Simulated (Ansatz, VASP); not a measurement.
## Two plane-wave programs on P

INCAR

```
SYSTEM = P
PREC = Accurate ; ENCUT = 520
EDIFF = 1E-7 ; ISMEAR = 0
SIGMA = 0.15 ; LREAL = .FALSE.
LASPH = .TRUE. ; NELM = 100
ALGO = Fast ; ISIF = 2
LWAVE = .FALSE. ; LCHARG = .TRUE.
GGA = PS ; LELF = .TRUE.
LVHAR = .TRUE. ; NBANDS = 8
```

The input KPOINTS:

```
regular mesh
0
G
  12 12 12
  0 0 0
```

File POSCAR:

```
P
1.0
    4.2729048574      0.0000000000      0.0000000000
    0.0000000000      4.2729048574      0.0000000000
    0.0000000000      0.0000000000      4.3780000000
P
1
Direct
    0.0000000000      0.0000000000      0.0000000000
```

Input for Ansatz:

```yaml
crystal:
  lattice:
    - [4.2729048574, 0.0, 0.0]
    - [0.0, 4.2729048574, 0.0]
    - [0.0, 0.0, 4.378]
  atoms:
    - { symbol: P, position: [0.0, 0.0, 0.0] }
basis:
  ecutwfc: 420
kpoints:
  mp_grid: { grid: [12, 12, 12] }
hamiltonian:
  xc: pbesol
scf:
  occupations: { method: gaussian, width: 0.15 }
output:
  forces: true
  stress: true
  eigenvalues: true
```

This isn't the form of P at room conditions, which is orthorhombic.

Alike in both runs: task single point; functional PBEsol; k mesh 12 × 12 × 12; occupations gaussian, width 0.15 eV; no spin polarisation.

|  | VASP | Ansatz |
| --- | --- | --- |
| version | VASP 6.6.1 | Ansatz 0.2.0 |
| potentials or method | VASP PAW PBE potentials, release 64 (P) | scalar-relativistic, plane waves, PAW |
| plane-wave cutoff (eV) | 520 | 420 |
| valence electrons in the cell | 5 | 5 |

```tsv
	VASP	Ansatz	Ansatz less VASP
gap on the k mesh at the Fermi level (eV)	none	none	-
pressure (GPa)	-3.9	-3.8	+0.01
largest component of the traceless stress (GPa)	0.28	0.28	0.000
```

A gap of «none» marks a metal or a gap that the smearing closes.

Caveats: the PAW data sets were made with another functional, which shifts forces and pressure a little (VASP).
